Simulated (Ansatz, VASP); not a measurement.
# One calculation of Co, two programs

Contents of INCAR:

```
SYSTEM = Co
  ALGO = Normal
  DIPOL = 0.5 0.5 0.500
  EDIFF = 1E-7
  ENCUT = 520
  GGA = PE
  IDIPOL = 3
  ISIF = 2
  ISMEAR = -1
  ISPIN = 2
  LASPH = .TRUE.
  LCHARG = .FALSE.
  LDIPOL = .TRUE.
  LMAXMIX = 4
  LORBIT = 11
  LREAL = .FALSE.
  LWAVE = .FALSE.
  MAGMOM = 2 2 2 2 2 2
  NBANDS = 40
  NELM = 120
  PREC = Accurate
  SIGMA = 0.05
```

Contents of KPOINTS:

```
k-points
0
G
  12 12 1
  0 0 0
```

The input POSCAR:

```
Co
1.0
    2.4705617809      0.0000000000      0.0000000000
   -1.2352808904      2.1395692639      0.0000000000
    0.0000000000      0.0000000000     25.1102922500
Co
6
Direct
    0.6666666700      0.3333333400      0.2986823063
    0.0000000000      0.0000000000      0.3792093838
    0.3333333300      0.6666666600      0.4597364613
    0.0000000000      0.0000000000      0.5402635387
    0.6666666700      0.3333333400      0.6207906162
    0.0000000000      0.0000000000      0.7013176937
```

File input.yaml:

```yaml
crystal:
  lattice:
    - [2.4705617809, 0.0, 0.0]
    - [-1.2352808904, 2.1395692639, 0.0]
    - [0.0, 0.0, 25.11029225]
  atoms:
    - { symbol: Co, position: [0.66666667, 0.33333334, 0.2986823063], spin: 2.0 }
    - { symbol: Co, position: [0.0, 0.0, 0.3792093838], spin: 2.0 }
    - { symbol: Co, position: [0.33333333, 0.66666666, 0.4597364613], spin: 2.0 }
    - { symbol: Co, position: [0.0, 0.0, 0.5402635387], spin: 2.0 }
    - { symbol: Co, position: [0.66666667, 0.33333334, 0.6207906162], spin: 2.0 }
    - { symbol: Co, position: [0.0, 0.0, 0.7013176937], spin: 2.0 }
hamiltonian:
  xc: pbe
  pseudopotentials: { kind: paw }
magnetization:
  spin_polarized: true
kpoints:
  mp_grid: { grid: [12, 12, 1] }
scf:
  occupations: { method: fermi_dirac, width: 0.05 }
output:
  forces: true
  eigenvalues: true
efield:
  axis: 3
  dipole_correction: true
  ramp_width: 0.04
```

Alike in both runs: task single point; functional PBE; k mesh 12 × 12 × 1; occupations fermi-dirac, width 0.05 eV; collinear spin, ferromagnetic start.

|  | VASP | Ansatz |
| --- | --- | --- |
| version | VASP 6.6.1 | Ansatz 0.2.0 |
| potentials or method | VASP PAW PBE potentials, release 64 (Co) | Ansatz PAW |
| plane-wave cutoff (eV) | 520 | 420 |
| valence electrons in the cell | 54 | 102 |

VASP gave:

* gap on the k mesh at the Fermi level (eV): none
* rms of the force components (eV/Å): 0.193
* net moment per atom (μB): 1.66
* size of the moment on the site where the two differ most (μB): 1.67
* work function, face that differs most (eV): 4.99

**Question.** Estimate Ansatz's values.

**Answer.** gap on the k mesh at the Fermi level (eV): none; rms of the force components (eV/Å): 0.191; net moment per atom (μB): 1.67; size of the moment on the site where the two differ most (μB): 1.73; work function, face that differs most (eV): 5.01.

Site moments also hang on the region over which each program counts them. Atom by atom the forces differ by 0.008 eV/Å (rms over components). A gap of «none» marks a metal or a gap that the smearing closes. The two sets of potentials don't hold the same shells in valence.
